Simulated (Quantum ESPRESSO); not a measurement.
Crystal: PtS2.

```
CELL_PARAMETERS angstrom
3.54320 0.00000 0.00000
-1.77160 3.06850 0.00000
0.00000 0.00000 5.03880
ATOMIC_POSITIONS crystal
Pt 0.00875 0.00638 0.00034
S 0.67037 0.33156 0.76916
S 0.33251 0.66343 0.22658
```

The cell isn't the ideal one: atoms moved at random, drawn with an rms of 0.02 Å.

| Item | Value |
| --- | --- |
| Program | Quantum ESPRESSO 7.5 |
| Task | Berry-phase polarisation |
| Functional | LDA |
| Potentials or basis | GBRV 1.5 LDA |
| Cutoff | 612 eV |
| Density cutoff | 4898 eV |
| k mesh | 6 × 6 × 4 |
| Occupations | fermi-dirac, width 0.05 eV |
| Spin | no spin polarisation |
| Hubbard terms | Pt d U = 6.2 eV |
| Start of the occupations | default |
| Hubbard projectors | atomic |
| Form of the LDA correlation | PZ81 |
| Mixing beta | 0.3 |
| Most SCF iterations | 120 |
| SCF threshold | 6e-10 Ry |
| k points per string | 12 × 12 × 8 |

The first run showed a gap, so the response started from a second, tighter run with fixed occupations.

Q: What formal polarisation does the Berry-phase calculation give along the three lattice vectors?

A: 0.024, 0.029, -0.003 C/m², each defined up to a quantum of 2.072, 2.072, 2.947 C/m², that is 0.012, 0.014, -0.001 of the quanta. A formal value alone isn't measurable: only its change along an insulating path is.

Berry phases in units of 2π:
```
direction   ionic  electronic  their sum is defined modulo
       a1   0.157      -0.134                            2
       a2   0.072      -0.044                            2
       a3  -0.020       0.018                            2
```

Caveat: spin-orbit coupling is left out, which moves the levels of the heavy elements.
